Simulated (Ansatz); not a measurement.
**HfO₂: a bulk modulus from differences**

It comes from a database structure that was distorted and then relaxed.

All numbers below come from Ansatz, DFT PBE, scalar-relativistic, plane waves, PAW. Settings of the last relaxation (3-atom cell): 420 eV, 8×8×8 k points, Gaussian smearing of 0.02 eV, no spin polarisation.

```
CELL_PARAMETERS angstrom
0.00000 2.54883 2.54883
2.54883 0.00000 2.54883
2.54883 2.54883 0.00000
ATOMIC_POSITIONS crystal
Hf 0.00000 0.00000 0.00000
O 0.75000 0.75000 0.75000
O 0.25000 0.25000 0.25000
```

The cell was set to several volumes, with shape and atoms relaxed at each where symmetry leaves them free. Pressure is positive in compression, and energies count from the lowest row.

| row | V (Å³/atom) | P (GPa) | ΔE (meV/atom) | gap on mesh (eV) |
| --- | --- | --- | --- | --- |
| 1 | 9.714 | 41.09 | 152.0 | 4.05 |
| 2 | 10.046 | 28.26 | 80.7 | 3.97 |
| 3 | 10.377 | ? | ? | ? |
| 4 | 10.708 | 7.97 | 8.0 | 3.82 |
| 5 | 11.039 | -0.01 | 0.0 | 3.75 |
| 6 | 11.370 | -6.83 | 7.2 | 3.67 |
| 7 | 11.701 | -12.68 | 27.6 | 3.60 |
| 8 | 12.143 | -19.18 | 71.8 | 3.50 |

Question: Find B = −V·ΔP/ΔV from rows 4 and 6 and from rows 1 and 2, and from the two its slope B′ and its value B0 at zero pressure.

Answer: Rows 4 and 6 give −(10.708 + 11.370)/2 × (-6.83 − (7.97))/(11.370 − 10.708) = 246.8 GPa at a mean pressure of 0.57 GPa. Rows 1 and 2 give −(9.714 + 10.046)/2 × (28.26 − (41.09))/(10.046 − 9.714) = 381.8 GPa at a mean pressure of 34.68 GPa. So B′ = (381.8 − 246.8)/(34.68 − (0.57)) = 3.96 and B0 = 246.8 − 3.96 × (0.57) = 244.5 GPa. A third-order Birch–Murnaghan fit to all the energies gives B0 = 245.7 GPa and B′ = 4.2.

Question: Estimate the pressure and energy of row 3.

Answer: From row 5, V0 = 11.039 × (1 + (-0.01)/244.5) = 11.039 Å³/atom. Murnaghan's form P = (B0/B′)·[(V0/V)^B′ − 1] gives (244.5/3.96) × [(11.039/10.377)^3.96 − 1] = 17.13 GPa; the computed pressure is 17.31 GPa, so the estimate is off by -0.18 GPa. The work of compression from row 4, with the mean of the two pressures, gives ΔE = 8.0 + (17.13 + 7.97)/2 × (10.708 − 10.377)/160.2 × 1000 = 33.9 meV/atom (1 eV/Å³ = 160.2 GPa); the computed value is 33.8 meV/atom.

Question: Fit the gap against pressure through the other rows and estimate it at the computed pressure of row 3.

Answer: Over the 7 rows the mean pressure is 5.5171 GPa and the mean gap is 3.766 eV. The sums of products of deviations are S_xx = 2913 and S_xy = 25.74, so the slope is 25.74/2913 = 0.008836 (r = 0.99, rms misfit 0.03 eV). At 17.31 GPa the line gives 3.766 + (0.008836) × (17.31 − 5.5171) = 3.87 eV. The computed value is 3.89 eV, so the line is off by -0.02 eV, less than the largest miss among the fitted rows (0.05 eV).

Spin–orbit coupling, which can matter for Hf, is left out. Kohn–Sham gaps at this level usually fall short of measured ones. All volumes keep the k mesh of the relaxed cell. A later test with randomly moved atoms came back to the same energy, though modes that don't fit the test's cell weren't probed.

The relaxed structure is cubic fluorite, and its high bulk modulus follows from its geometry as well as its bonding. Symmetry fixes every atom, so compression must shorten all Hf–O bonds equally, against the short-range repulsion between closed-shell ions, with no softer route through polyhedral tilting. That repulsion steepens as the ions approach, hence the positive B′.

The gap widens at every step of compression. The valence band top is mainly O 2p and the conduction band bottom mainly empty Hf 5d, so shorter bonds probably strengthen the p–d mixing and push the antibonding d states up faster than band broadening can close the gap. The gap is nearly linear in volume, which suggests that its curvature against pressure mostly reflects the stiffening lattice rather than a change in the band edges.

These elastic constants describe the cubic polymorph, not ordinary monoclinic hafnia, whose lower-symmetry framework can also compress by internal rearrangement. Nor does the smooth curve show that fluorite survives compression, since denser orthorhombic phases are known to compete there.
